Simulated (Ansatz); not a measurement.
**Elastic constants of P: input and output**

These are results of DFT PBEsol, scalar-relativistic, plane waves, PAW (Ansatz), not measurements.

Launched with:
```bash
ansatz run input.yaml --threads 1 --pin off --max-ram 3072MiB --backend cpu --events-out ev --progress --plain --runs-dir out
```

Input (bare energies are in eV):
```yaml
crystal:
  lattice:
    - [2.4228023596, 0.0, 0.0]
    - [0.0, 2.4228023596, 0.0]
    - [0.0, 0.0, 2.4228070425]
  atoms:
    - { symbol: P, position: [0.0, 0.0, 0.0] }
basis:
  ecutwfc: 420
kpoints:
  mp_grid: { grid: [20, 20, 20] }
hamiltonian:
  xc: pbesol
scf:
  occupations: { method: fermi_dirac, width: 0.15 }
output:
  forces: true
  stress: true
  eigenvalues: true
elastic:
  mode: relaxed_ion
  amplitude: 0.005
```

From the output:
```
--- Elastic constants: 2 strain directions × 4 members + reference (group order 48) ---
  dense FFT box of the reference and of every strained cell: 18×18×18
  strains applied: 11, 23; error gains: componentwise 1.00 (the most a stress slope's error grows in a printed constant), spectral 1.73 (1 for all six strains in a standard setting)
  C = ∂σ_k/∂η_j (tension-positive GPa; Voigt order 11 22 33 23 13 12):
       260.968     57.137     57.137     -0.000     -0.000     -0.000
        57.137    260.968     57.137     -0.000     -0.000     -0.000
        57.137     57.137    260.968     -0.000     -0.000     -0.000
         0.000      0.000     -0.000     61.192     -0.000      0.000
         0.000      0.000     -0.000      0.000     61.192     -0.000
        -0.000      0.000     -0.000      0.000      0.000     61.192
  reference stress σ⁰ (GPa):     -0.000     -0.000     -0.000     -0.000     -0.000     -0.000
  C* (energy form; C + prestress term) asymmetry max|C*_kj − C*_jk| = 4.263e-14 GPa — a small one proves nothing (zero by symmetry where the batch's group is 432, −43m or m−3m); a large one is finite-difference/SCF noise where every solve ...
  moduli (Voigt/Reuss/Hill, GPa): K = 125.08/125.08/125.08   G = 77.48/72.83/75.16   E = 187.85   ν = 0.250
  mechanically stable: yes (min eigenvalue of sym C = 61.19 GPa)
  strain η (Voigt 11):  stress-route row diagonal C_11 = 260.97 GPa, energy-path curvature d²(F+E_count+ΔE)/dδ²/Ω₀ = 260.95 GPa
    cells at ±δ against ±2δ: C11 261.45 and 262.89 GPa, apart by 0.55 % of the column's largest entry
         δ    σ_11 (GPa) F (eV) n_scf n_hpsi n_pw
    -1.000e-2      -2.7843        -740.0686005       6   98713    292   relax 0 steps, max|allowed force component| 0.00e0 eV/Å
    -5.000e-3      -1.3462        -740.0695142       4   84561    292   relax 0 steps, max|allowed force component| 0.00e0 eV/Å
     5.000e-3       1.2683        -740.0695258       4   84664    292   relax 0 steps, max|allowed force component| 0.00e0 eV/Å
     1.000e-2       2.4735        -740.0686938       5   87370    292   relax 0 steps, max|allowed force component| 0.00e0 eV/Å
  strain η (Voigt 23):  stress-route row diagonal C_44 = 61.19 GPa, energy-path curvature d²(F+E_count+ΔE)/dδ²/Ω₀ = 61.20 GPa
    cells at ±δ against ±2δ: C44 61.26 and 61.45 GPa, apart by 0.32 % of the column's largest entry
         δ    σ_23 (GPa) F (eV) n_scf n_hpsi n_pw
    -1.000e-2      -0.6145        -740.0695371       5  169413    292   relax 0 steps, max|allowed force component| 0.00e0 eV/Å
    -5.000e-3      -0.3063        -740.0697416       3  140749    292   relax 0 steps, max|allowed force component| 0.00e0 eV/Å
     5.000e-3       0.3063        -740.0697416       3  138803    292   relax 0 steps, max|allowed force component| 0.00e0 eV/Å
     1.000e-2       0.6145        -740.0695371       4  141494    292   relax 0 steps, max|allowed force component| 0.00e0 eV/Å
```

It took 60 s on 1 thread of Intel(R) Xeon(R) Platinum 8259CL CPU @ 2.50GHz (Skylake/Cascade Lake), on a shared host, peak memory 0.5 GiB.

In a metal, frequencies and elastic constants depend on the k mesh and the smearing, soft modes and shear constants most.

This simple cubic form isn't the element's structure at ambient conditions.